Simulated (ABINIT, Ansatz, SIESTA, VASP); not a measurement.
**One calculation of GaN, 4 ways**

```
Ga N
1.0
     3.21154    0.00000    0.00000
    -1.60577    2.78127    0.00000
     0.00000    0.00000   10.35684
Ga N
4 4
Direct
  0.00000 0.00000 0.78587
  0.66667 0.33333 0.03735
  0.33333 0.66667 0.53735
  0.00000 0.00000 0.28587
  0.00000 0.00000 0.09304
  0.66667 0.33333 0.34375
  0.00000 0.00000 0.59304
  0.33333 0.66667 0.84374
```

The cell is a database's computed one, not the measured one.

Alike in all runs: task single point; functional PBE; k mesh 10 × 10 × 3; occupations fermi-dirac, width 0.05 eV; no spin polarisation; no spin-orbit coupling. Pressure is positive in compression and, in plane waves, holds the error of the finite cutoff, which Ansatz's Pulay term estimates and takes out.

```
                                                                                   program and potentials  plane-wave cutoff (eV)                             notes  pressure (GPa)  largest force (eV/Å)
                                                                                       Ansatz, Ansatz PAW                     420  Pulay term of +0.50 GPa included           -0.13                 0.325
SIESTA, files PseudoDojo sr-pbe-0.4.1-standard, DZP (energy shift 0.003 Ry; two zetas on semicore shells)                       -                      atomic basis            2.18                 0.523
                                                                      VASP, PBE PAW files Ga_d, N, 520 eV                     520                                 -           -0.09                 0.332
                                                                                 ABINIT, JTH PAW PBE v2.0                     707                                 -            0.29                 0.356
```

Force on atom 6 (N), eV/Å:

```json
{"program and potentials": "Ansatz, Ansatz PAW", "x": "0.000", "y": "0.000", "z": "0.325"}
{"program and potentials": "SIESTA, files PseudoDojo sr-pbe-0.4.1-standard, DZP (energy shift 0.003 Ry; two zetas on semicore shells)", "x": "0.000", "y": "0.000", "z": "0.523"}
{"program and potentials": "VASP, PBE PAW files Ga_d, N, 520 eV", "x": "0.000", "y": "0.000", "z": "0.332"}
{"program and potentials": "ABINIT, JTH PAW PBE v2.0", "x": "0.000", "y": "0.000", "z": "0.356"}
```

The pressure spans -0.13 (Ansatz, Ansatz PAW) to 2.18 GPa (SIESTA, files PseudoDojo sr-pbe-0.4.1-standard, DZP (energy shift 0.003 Ry; two zetas on semicore shells)). The pressure on the cell as given of SIESTA, files PseudoDojo sr-pbe-0.4.1-standard, DZP (energy shift 0.003 Ry; two zetas on semicore shells) lies far from the others; the cause wasn't traced. Rows in atomic bases carry the error of their basis and grid, which can be large.

The functional is the same throughout but for its coding, so the spread measures potentials, basis and numerics; runs on potential files found faulty are left out.
